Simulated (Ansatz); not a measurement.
**AlGa3N4: random displacements**

Level of theory: DFT r2SCAN, scalar-relativistic, plane waves, PAW (Ansatz). The runs took a 500 eV cutoff, a Γ-centred 6×8×4 mesh and Gaussian smearing (0.05 eV). No spin polarisation. Energies are free energies at this smearing, counted from the undisturbed cell; pressure is positive in compression.

Zero of the scan (relaxed at this level; it needn't be the usual structure):

```
CELL_PARAMETERS angstrom
5.13892 0.00000 0.00002
0.00000 3.16341 0.00000
-0.00369 0.00000 5.47699
ATOMIC_POSITIONS crystal
Al 0.00058 0.50000 0.66730
Ga 0.49917 0.50000 0.33506
Ga 0.49925 0.00000 0.83146
Ga 0.99986 0.00000 0.16619
N 0.11941 0.50000 0.34060
N 0.11733 0.00000 0.82593
N 0.62024 0.00000 0.16619
N 0.63175 0.50000 0.66727
```

The atoms are displaced (Å, in the unstrained cell):

```tsv
atom	ux	uy	uz
Al1	-0.064	0.087	-0.194
Ga2	0.028	0.084	0.307
Ga3	-0.160	-0.161	-0.462
Ga4	-0.016	0.367	-0.236
N5	0.109	-0.398	0.373
N6	0.050	0.025	-0.068
N7	-0.119	-0.090	-0.037
N8	0.170	0.087	0.317
```

Strain (Voigt, engineering shear): (0.0344, -0.0372, -0.0003, 0.0277, 0.0690, 0.0334).

Problem. What are the energy change, the stress and the forces?

Solution. ΔE = 1072.4 meV/atom; stress (xx, yy, zz, yz, xz, xy; compression positive) (10.71, 26.52, 32.68, 4.68, -25.74, -22.48) GPa; gap on the mesh 0.73 eV.
```
atom Fx (eV/Å) Fy Fz
 Al1      -3.60   3.71   11.26
 Ga2      -0.24  -2.18   -5.55
 Ga3      -2.55   6.90    5.68
 Ga4      -1.14  -0.60    2.61
  N5       5.69  -2.79  -13.24
  N6      -1.18  -0.52    0.06
  N7       2.06   1.74    1.77
  N8       0.96  -6.27   -2.59
```

Cost: 1 run of about 0.83 core-minutes, on Oxide Virtual Turin-like Processor (Zen 5) (shared hosts).